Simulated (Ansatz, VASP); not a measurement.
## In2O3 in VASP and in Ansatz

```
CELL_PARAMETERS angstrom
2.78753 1.60938 4.91287
-2.78753 1.60938 4.91287
0.00000 -3.21876 4.91287
ATOMIC_POSITIONS crystal
In 0.64268 0.64268 0.64268
In 0.85732 0.85732 0.85732
In 0.35732 0.35732 0.35732
In 0.14268 0.14268 0.14268
O 0.04656 0.75000 0.45344
O 0.75000 0.45344 0.04656
O 0.45344 0.04656 0.75000
O 0.95344 0.25000 0.54656
O 0.54656 0.95344 0.25000
O 0.25000 0.54656 0.95344
```

Alike in both runs: functional PBE; k mesh 6 × 6 × 6; occupations gaussian, width 0.1 eV; no spin polarisation.

Ansatz relaxed the structure, and its values are those at the end. VASP's run is a single point on that final structure, the one shown.

|  | VASP | Ansatz |
| --- | --- | --- |
| version | VASP 6.6.1 | Ansatz 0.2.0 |
| potentials or method | VASP PAW PBE potentials, release 64 (In_d, O) | scalar-relativistic, plane waves, PAW |
| plane-wave cutoff (eV) | 520 | 420 |
| valence electrons in the cell | 88 | 88 |

```csv
,VASP,Ansatz,Ansatz less VASP
gap on the k mesh at the Fermi level (eV),0.97,0.97,+0.007
least direct gap on the mesh (eV),1.04,1.05,+0.007
pressure (GPa),0.6,0.2,-0.40
rms of the force components (eV/Å),0.010,0.004,-0.0065
```

The functional is the same, so the differences come from potentials, cutoffs and numerics. Ansatz warned: «structure_snapped_to_symmetry».

Caveats: spin-orbit coupling is left out, which moves the levels of the heavy elements. A k mesh can miss the band edges. A hybrid or GW would open this gap; PBE tends to underestimate it.
